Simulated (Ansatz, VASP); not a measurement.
## Rh in VASP and in Ansatz

Contents of INCAR:

```
  PREC = Accurate
  ENCUT = 520
  EDIFF = 1E-6
  ISMEAR = 0
  SIGMA = 0.15
  LREAL = F
  LASPH = T
  NELM = 80
  ALGO = Fast
  ISIF = 2
  LWAVE = F
  LCHARG = F
  GGA = PE
  NBANDS = 14
```

Contents of KPOINTS:

```
regular mesh
0
Gamma
  20 20 20
```

File POSCAR:

```
Rh
1.0
    0.0000000000      1.9405226193      1.9150524221
    1.9405226193      0.0000000000      1.9150524221
    1.9405226193      1.9405226193      0.0000000000
Rh
1
Direct
    0.0000000000      0.0000000000      0.0000000000
```

Input for Ansatz:

```yaml
crystal:
  lattice:
    - [0.0, 1.9405226193, 1.9150524221]
    - [1.9405226193, 0.0, 1.9150524221]
    - [1.9405226193, 1.9405226193, 0.0]
  atoms:
    - { symbol: Rh, position: [0.0, 0.0, 0.0] }
basis:
  ecutwfc: 420
kpoints:
  mp_grid: { grid: [20, 20, 20] }
hamiltonian:
  xc: pbe
  pseudopotentials: { kind: paw, azcp: { folder: soft_1 } }
scf:
  occupations: { method: gaussian, width: 0.15 }
output:
  forces: true
  stress: true
  eigenvalues: true
```

Change from the starting cell: engineering shear strain xy +0.0000, equal normal strain along x and y +0.0133.

Alike in both runs: task single point; functional PBE; k mesh 20 × 20 × 20; occupations gaussian, width 0.15 eV; no spin polarisation.

```csv
,VASP,Ansatz
version,VASP 6.6.1,Ansatz 0.2.0
potentials or method,"VASP PAW PBE potentials, release 64 (Rh_pv)","scalar-relativistic, plane waves, PAW"
plane-wave cutoff (eV),520,420
valence electrons in the cell,15,17
```

```csv
,VASP,Ansatz,Ansatz less VASP
gap on the k mesh at the Fermi level (eV),none,none,-
pressure (GPa),-6.3,-6.2,+0.05
largest component of the traceless stress (GPa),1.84,1.84,+0.007
```

A gap of «none» marks a metal or a gap that the smearing closes. The two sets of potentials don't hold the same shells in valence.
